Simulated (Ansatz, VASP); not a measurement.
**Cl: VASP beside Ansatz**

```
CELL_PARAMETERS angstrom
0.00000 1.74423 1.74423
1.74423 0.00000 1.74423
1.74423 1.74423 0.00000
ATOMIC_POSITIONS crystal
Cl 0.00000 0.00000 0.00000
```

Change from the starting cell: volume scaled by 0.5, LAPW.

Alike in both runs: task single point; functional PBE; k mesh 15 × 15 × 15; occupations fermi-dirac, width 0.05 eV; no spin polarisation.

```csv
,VASP,Ansatz
version,VASP 6.6.1,Ansatz 0.2.0
potentials or method,"VASP PAW PBE potentials, release 64 (Cl), cutoff 520 eV","all-electron LAPW, scalar-relativistic"
```

|  | VASP | Ansatz | Ansatz less VASP |
| --- | --- | --- | --- |
| pressure (GPa) | 112.2 | 113.5 | +1.28 |

Ansatz ran all-electron here, so the differences hold the error of VASP's frozen core and of both bases.

Caveats: the cell as given lies far from equilibrium; so large a pressure means that the cell lies far from this level's equilibrium, or that cutoff or potentials fall short (VASP); an odd number of electrons without spin polarisation forces a metal; a magnetic or distorted state may lie lower.
